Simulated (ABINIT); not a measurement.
Input of an ABINIT 10.8.3 (patched build) run:

The input run.abi:

```
# Pseudopotentials
pp_dirpath "./"
pseudos "Ga.upf, P.upf"

# Structure
acell 3.8540855109 3.8540855109 3.8540855109 Angstrom
rprim
     0.0000000000     0.7071067812     0.7071067812
     0.7071067812     0.0000000000     0.7071067812
     0.7071067812     0.7071067812     0.0000000000
ntypat 2
znucl 31 15
natom 2
typat 1 2
xcart
     0.0000000000     0.0000000000     0.0000000000
     7.7249641817     7.7249641817     7.7249641817

# Plane-wave basis
ecut 36.0

# k points
kptopt 1
ngkpt 6 6 6
nshiftk 1
shiftk 0.0 0.0 0.0

# Exchange and correlation
ixc 7

# Bands and occupations
nband 13
occopt 3
tsmear 0.00183747

# SCF cycle
nstep 100
tolvrs 1.0e-10

# Output
iomode 3
prtwf 0
prtden 0
prteig 0
prtebands 0
enunit 1
```

Potentials or basis: PseudoDojo NC SR LDA v0.4.1 standard.

Run with:

```sh
$ abinit run.abi > log 2>&1
```

Task: Estimate the band gap on the k mesh.

Result: 1.50 eV, indirect (least direct gap 1.60 eV).

**Measured values to compare with.**

“Stacking defects in GaP nanowires: Electronic structure and optical properties”, 2018, arxiv:1810.01194 quotes, for a bulk crystal of GaP at 10 K: band gap 2.34 eV (indirect).

A measured gap of GaP is 2.34 eV (indirect; 10 K; quoted in “Stacking defects in GaP nanowires: Electronic structure and optical properties”, 2018, arxiv:1810.01194); the calculated 1.50 eV misses it by -0.84 eV. Spin-orbit coupling on Ga is left out. The value is that of LDA on a finite k mesh, which can miss the band edges, without temperature or zero-point motion. Semilocal functionals fall short of measured gaps as a rule.
